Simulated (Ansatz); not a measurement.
# Moving the knobs of a GW run on BaTiO3 (P4mm)

A base run on BaTiO3 (P4mm), then changed inputs.

Main program and level: Ansatz 0.2.0; G0W0 on PBE, plane waves, PAW.

## Step 1: Set-up

It takes space group P4mm (No. 99, tetragonal). Conventional cell: a = 3.990 Å, b = 3.990 Å, c = 4.023 Å, α = 90.00°, β = 90.00°, γ = 90.00°. Nearest to Ba lie 12 O at 2.80 to 2.87 Å. Nearest to Ti lie 6 O at 1.84 to 2.18 Å. Nearest to O lie 2 Ti at 1.84 to 2.18 Å and 4 Ba at 2.82 Å. Nearest to O lie 2 Ti at 2.00 Å and 4 Ba at 2.80 to 2.87 Å. Farther neighbours and most contacts between anions are not listed.

The cell and positions come from the Crystallography Open Database and are kept as given unless a step says otherwise. Spin-orbit coupling is left out unless a step names it. The default PAW set here is soft_2. Its files were made with PBE.

## Step 2: The base run: 4×4×4 mesh, 67 empty bands, screening to 60 eV

Now the one-shot GW correction: screening in the RPA, then the self-energy of the levels asked for.

The input, input.yaml:

```yaml
crystal:
  lattice:
    - [3.99048, 0.0, 0.0]
    - [0.0, 3.99048, 0.0]
    - [0.0, 0.0, 4.02303]
  atoms:
    - { symbol: Ba, position: [0.0, 0.0, 0.0] }
    - { symbol: Ti, position: [0.5, 0.5, 0.522] }
    - { symbol: O, position: [0.5, 0.5, 0.979] }
    - { symbol: O, position: [0.5, 0.0, 0.488] }
    - { symbol: O, position: [0.0, 0.5, 0.488] }
kpoints:
  mp_grid: { grid: [4, 4, 4] }
hamiltonian:
  xc: pbe
scf:
  occupations: { method: fixed }
gw:
  n_empty_bands: 67
  ecut_chi: 60
  qp_bands: [v2, c2]
  qp_kpoints: band_edges
  screening: { model: contour_deformation }
```

Command:

```
ansatz run input.yaml --threads 3 --pin off --max-ram 92160MiB --backend cuda --events-out ev --progress --plain --runs-dir out --devices 1 --max-vram 13GiB
```

Numbers of over 12 decimals in the logs are rounded to 6 here.

What it wrote:

```text
GPUs: using 1 of 1 available (devices: 1).
Engine: ansatz 0.2.0, x86_64-unknown-linux-gnu
Pseudopotentials: kind: paw
Pseudopotential: Ba, paw, valence charge 10, recommended cutoff 420 eV (normal), Ba.paw.azcp
Pseudopotential: Ti, paw, valence charge 12, recommended cutoff 420 eV (normal), Ti.paw.azcp
Pseudopotential: O, paw, valence charge 6, recommended cutoff 420 eV (normal), O.paw.azcp
Functional definition: PBE
  parameter kappa = 0.804
  parameter beta = 0.066725
  exchange = pbe_x(kappa = kappa, mu = beta*pi^2/3)
  correlation = pbe_c(beta = beta)
device memory: the entry about to start is reckoned to put 0.7 GiB on a device that reports 24.4 GiB free (of which the cap on the GPU budget leaves the run 13.0 GiB)
GPU FFT provider: cuFFT
GPU libraries: cuBLAS 13.8.2, cuFFT 12.4.0, cuSOLVER 12.3.4
Crystal: 5 atoms, lattice volume = 64.062 Å³
Basis set: ecut = 420 eV, 1245 PW (Γ)
Bands: 25, of which v1, the nominal top of the filled ones, is band 20 counted from 1 (19 counted from 0)
Symmetry: 8 space group operations
Space group: P4mm (ITA 99), of the structure as read, at distance tolerance 4.0e-5 Å
k-points: 18 of 64 (time reversal used)
Non-local potential: Ba, projectors of the file, l = 0: 3, l = 1: 2, l = 2: 2, l = 3: 2
Non-local potential: Ti, projectors of the file, l = 0: 3, l = 1: 2, l = 2: 3, l = 3: 1
Non-local potential: O, projectors of the file, l = 0: 2, l = 1: 2, l = 2: 1
PAW form: soft (Blöchl's): semilocal exchange-correlation on the pseudo side does not see the compensation charge
PAW one-centre angular grid: Ba, 194 points (default); XC on 64 Gauss nodes
PAW one-centre angular grid: Ti, 590 points (default); XC on 64 Gauss nodes
PAW one-centre angular grid: O, 110 points (default); XC on 64 Gauss nodes
Initial density: superposition of atomic densities (neutral atoms: chi_scale 0, normalization atom), corrected by the library's trained network
Initial wavefunctions: pseudopotential atomic-orbital guess
GPU buffer pool allocated for 19683 grid points (all kernels)
GPU transforms: local potential and band sums: pruned to the plane-wave sphere, on 27×27×27
Functional: x = pbe(κ = 0.804, μ = 0.219515), c = pbe(β = 0.066725)
SCF iter   1: F=—  HF=-10159.571982 eV  |F-HF|=—  |Δ(HF+E_count)|=         —  Δρ=1.34e-3  dr2=5.52e-4  ethr=1.77e-3  ⟨swp⟩=4.3  Hψ=1920  notcnv=0  defer=19
preconditioner: auto → Resta (q_TF=auto, 2.522 Å⁻¹)  ε∞=5.8  [insulator: Δε(μ)=1.844 eV  Ē_g=12.013 eV  n_scr=18 (ndim 8)  ℏωp=26.2 eV  f_vac=0.000  ε∞_Penn≈5.8]
SCF iter   2: F=—  HF=-10159.572304 eV  |F-HF|=—  |Δ(HF+E_count)|=   3.21e-4  Δρ=7.47e-4  dr2=1.74e-4  ethr=1.38e-6  ⟨swp⟩=2.2  Hψ=997  notcnv=0  defer=50
[...]
valence top: of the k-points left out ik 13 came nearest to being solved in a further pass, in band 20 (counted from 1, as in the quasiparticle table): it holds the edge there only if its correction is more favourable than any solved in that band by at least 0.490 eV; those differ by 0.101 eV
    conduction bottom: of the k-points left out ik 4 came nearest to being solved in a further pass, in band 21 (counted from 1, as in the quasiparticle table): it holds the edge there only if its correction is more favourable than any solved in that band by at least 0.949 eV; those differ by 0.118 eV
  `?` marks the rows in doubt; gw_qp.tsv's column doubts and the gw_qp event give each row's grounds
    ik  band        ε_KS         Σx   Σc(E_QP)       V_xc       Z   E_QP_lin       E_QP  E_QP is
     0    19     10.0558   -25.5905     4.6149   -21.0461  0.7329    10.1263    10.1265  root
     0    20     10.0558   -25.5905     4.6149   -21.0461  0.7329    10.1263    10.1265  root
     0    21     12.2569   -12.5402    -6.0247   -20.2093  0.7423    13.9642    13.9013  root
     0    22     12.6243   -13.2576    -5.5917   -20.4864  0.7406    14.3250    14.2615  root
     1    19      9.8808   -25.6843     4.7986   -20.9172  0.7308     9.9122     9.9122  root
     1    20      9.8808   -25.6843     4.7986   -20.9172  0.7308     9.9122     9.9122  root
     1    21     12.3201   -12.6672    -6.1153   -20.4521  0.7398    14.0568    13.9897  root
     1    22     13.3860   -14.1315    -5.9484   -21.7920  0.7224    15.1833    15.0982  root
[...]
2    22     14.0720   -14.7309    -6.5208   -23.0247  0.7017    15.9616    15.8450  root ?
[...]
6    22     13.9614   -14.6777    -6.5374   -22.9345  0.6992    15.7921    15.6809  root ?
[...]
8    21     14.0010   -14.6969    -6.6507   -23.0768  0.6970    15.8451    15.7302  root ?
     8    22     14.0963   -14.7060    -6.6223   -23.1084  0.7003    15.9956    15.8764  root ?
[...]
12    22     14.0404   -14.7005    -6.5585   -23.0146  0.7008    15.9102    15.7960  root ?
[...]
14    21     14.2898   -14.6249    -6.8928   -23.2448  0.6912    16.1416    16.0170  root ?
    14    22     14.3103   -14.7175    -6.7745   -23.2686  0.6956    16.2115    16.0870  root ?
[...]
15    21     14.0618   -14.7743    -6.5466   -23.0808  0.7004    15.9372    15.8217  root ?
    15    22     14.0618   -14.7743    -6.5466   -23.0808  0.7004    15.9372    15.8217  root ?
    16    19      9.6967   -25.2101     5.0367   -20.1070  0.7243     9.6302     9.6303  root
    16    20     10.3769   -25.8262     5.1167   -20.7336  0.7246    10.4010    10.4010  root
    16    21     14.3347   -14.7481    -6.7669   -23.2771  0.6938    16.2207    16.0968  root ?
    16    22     14.3347   -14.7481    -6.7669   -23.2771  0.6938    16.2207    16.0968  root ?
    17    19     10.2263   -25.8266     5.0828   -20.7575  0.7266    10.2399    10.2399  root
    17    20     10.4012   -25.8870     5.1186   -20.8018  0.7248    10.4345    10.4345  root
    17    21     14.6387   -14.6074    -7.2941   -23.6292  0.6782    16.5040    16.3665  root ?
    17    22     14.6512   -14.7347    -7.1282   -23.6315  0.6841    16.5624    16.4198  root ?
[key lines of the parts left out:]
SCF converged after 7 iterations
Free energy (F): -10159.572460 eV
Fermi energy:    10.401152 eV
```

Run time: 20 s. Hardware: 1 × NVIDIA H100 80GB HBM3 (shared by 6 runs) with 3 threads of AMD EPYC 7R13 (Zen 3), shared host; peak memory 1.1 GiB.

Numbers from this step:

| Item | Value |
| --- | --- |
| bands summed | 87 |
| RPA ε∞ on this mesh (eigenvalues) | 5.721, 6.334, 6.334 |
| plane waves in the screening matrix | 81 |
| q-points in the mesh | 64 |
| G0W0 gap on the mesh | 3.467 eV |
| k of the valence top | -0.5, -0.5, -0.5 |
| k of the conduction bottom | 0, 0, 0 |
| starting gap on the mesh | 1.856 eV |
| Z at the valence top | 0.7248 |
| Z at the conduction bottom | 0.7423 |
| least direct G0W0 gap on the computed points | 3.775 eV |

The gap on the mesh goes from 1.86 eV to 3.47 eV, a correction of +1.61 eV. Between the two edge states, bare exchange in place of the xc potential would open the gap by 12.75 eV, and correlation takes back 11.14 eV.

## Step 3: Variant: norm-conserving files, smooth pair densities

This step: G0W0 on PBE, plane waves, norm-conserving pseudopotentials.

Changes to input.yaml since step 2:

```diff
@@ -15,2 +15,3 @@
   xc: pbe
+  pseudopotentials: { kind: nc }
 scf:
@@ -18,4 +19,4 @@
 gw:
-  n_empty_bands: 67
-  ecut_chi: 60
+  n_empty_bands: 104
+  ecut_chi: 80
   qp_bands: [v2, c2]
@@ -23 +24,2 @@
   screening: { model: contour_deformation }
+  pair_densities: pseudo
```

What it wrote:

```text
GPUs: using 1 of 1 available (devices: 1).
[...]
GPU FFT provider: cuFFT
GPU libraries: cuBLAS 13.8.2, cuFFT 12.4.0, cuSOLVER 12.3.4
Crystal: 5 atoms, lattice volume = 64.062 Å³
Basis set: ecut = 1240 eV, 6379 PW (Γ)
Bands: 25, of which v1, the nominal top of the filled ones, is band 20 counted from 1 (19 counted from 0)
Symmetry: 8 space group operations
[...]
k-points: 18 of 64 (time reversal used)
[...]
GPU buffer pool allocated for 110592 grid points (all kernels)
[...]
SCF iter   1: F=—  HF=-3781.128643 eV  |F-HF|=—  |Δ(HF+E_count)|=         —  Δρ=4.96e-2  dr2=1.74e0  ethr=3.10e-3  ⟨swp⟩=7.2  Hψ=2082  notcnv=0  defer=42
[...]
SCF iter   9: F=-3780.659169 eV  HF=-3780.659169 eV  |F-HF|=1.65e-8  |Δ(HF+E_count)|=   6.57e-7  Δρ=9.99e-6  dr2=7.14e-8  ethr=2.50e-10  ⟨swp⟩=21.3  Hψ=4101  notcnv=0
SCF 1 converged in 9 iterations: F = -3780.659169 eV  dr2 = 7.14e-8
[...]
NSCF: frozen V_eff on 18 k-points, pencils in batches of 32, up to order 100
[...]
NSCF: frozen V_eff on 18 k-points
G₀W₀ screening: q 1/18
[... further progress lines ...]
SCF converged after 9 iterations
Free energy (F): -3780.659169 eV
[...]
Internal energy: -3780.659169 eV  (E = F + TS)
E sigma→0 (E₀):  -3780.659169 eV
Fermi energy:    10.431658 eV
[...]
--- Band table (eV; the first three rows and the last of 18) ---
  k-point 0: bands = [... 16 lower, 9.2359, 10.0113, 10.0833, 10.0833, 12.2871, 12.6555, 12.6555, 14.5456, ... 1 higher]
  k-point 1: bands = [... 16 lower, 8.8329, 9.1374, 9.9080, 9.9080, 12.3506, 13.4198, 13.4198, 14.5433, ... 1 higher]
  k-point 2: bands = [... 16 lower, 8.4923, 8.5180, 9.7484, 9.7484, 12.4168, 14.1085, 14.1085, 14.5439, ... 1 higher]
  k-point 17: bands = [... 16 lower, 8.0462, 10.2573, 10.2573, 10.4317, 14.6768, 14.6901, 14.6901, 16.9493, ... 1 higher]
[...]
0    19     10.0833   -24.6468     4.4946   -20.1499  0.7299    10.0809    10.0809  root
     0    20     10.0833   -24.6468     4.4946   -20.1499  0.7299    10.0809    10.0809  root
     0    21     12.2871   -11.4965    -6.1157   -19.0523  0.7405    13.7721    13.7272  root
     0    22     12.6555   -12.1901    -5.6851   -19.3245  0.7387    14.1511    14.1049  root
     1    19      9.9080   -24.8117     4.6823   -20.0932  0.7280     9.8717     9.8717  root
     1    20      9.9080   -24.8117     4.6823   -20.0932  0.7280     9.8717     9.8717  root
     1    21     12.3506   -11.6053    -6.2042   -19.2772  0.7380    13.8665    13.8184  root
     1    22     13.4198   -12.9684    -6.0355   -20.5380  0.7202    15.0177    14.9539  root
[...]
16    21     14.3720   -13.4181    -6.8433   -21.8494  0.6914    16.0550    15.9601  root
    16    22     14.3720   -13.4181    -6.8433   -21.8494  0.6914    16.0550    15.9601  root
    17    19     10.2573   -25.0721     4.9715   -20.0679  0.7233    10.2247    10.2247  root
    17    20     10.4317   -25.1302     5.0098   -20.1115  0.7213    10.4228    10.4228  root
    17    21     14.6768   -13.2201    -7.3697   -22.1399  0.6754    16.3322    16.2269  root ?
    17    22     14.6901   -13.3448    -7.2008   -22.1409  0.6815    16.3942    16.2854  root ?
```

Wall time 20 s (1 × NVIDIA H100 80GB HBM3 (shared by 6 runs) with 3 threads); peak memory 1.3 GiB.

The G0W0 gap on the mesh is 3.304 eV.

Against the base:

```csv
setting,base,variant
files,default PAW,norm-conserving
empty bands,67,104
screening cutoff (eV),60,80
pair densities,-,pseudo
```

```csv
quantity,variant,base
starting gap on the mesh,1.855,1.856
G0W0 gap on the mesh,3.304,3.467
least direct G0W0 gap on the computed points,3.646,3.775
Z at the valence top,0.721,0.725
Z at the conduction bottom,0.740,0.742
```

## Step 4: Summary of results

```
base                                         : 3.47 eV, 20 s
norm-conserving files, smooth pair densities : 3.30 eV, 20 s
```

What this shows: Norm-conserving files, smooth pair densities: the gap moves by −0.16 eV (the plane-wave cutoff goes from 420 to 1240 eV). The variant differs from the base in files, empty bands, screening cutoff and pair densities together, so the change can't be laid to one of them. All runs here use a coarse mesh and modest cutoffs; they test settings and are not final values. The 4×4×4 mesh is coarse for this cell (its supercell is 16 Å along the shortest edge). The RPA ε∞ on it, from the PBE start, is 5.72 and 6.33; such meshes misread the long-range screening, most where the gap is narrow. The many-body steps are scalar-relativistic: spin-orbit coupling is not in them.

[Paths, hosts, dates, memory and timing lines, banners, echoed tables and standing remarks are left out of the program output.]

[Logs are printed without paths, hosts, clocks, repeated set-up lines and the standing remarks that a program may print on its own settings, such as how far it seeks lower states.]

[Runs of the session that timed out or met a known fault of the program may be left out.]

[Cells called generated may have been cut or substituted from an entry of the Crystallography Open Database or the Materials Project.]

[Hosts, paths, dates, database ids (printed as entryN), source tags and the programs' standing remarks are cut or masked in the printed files.]
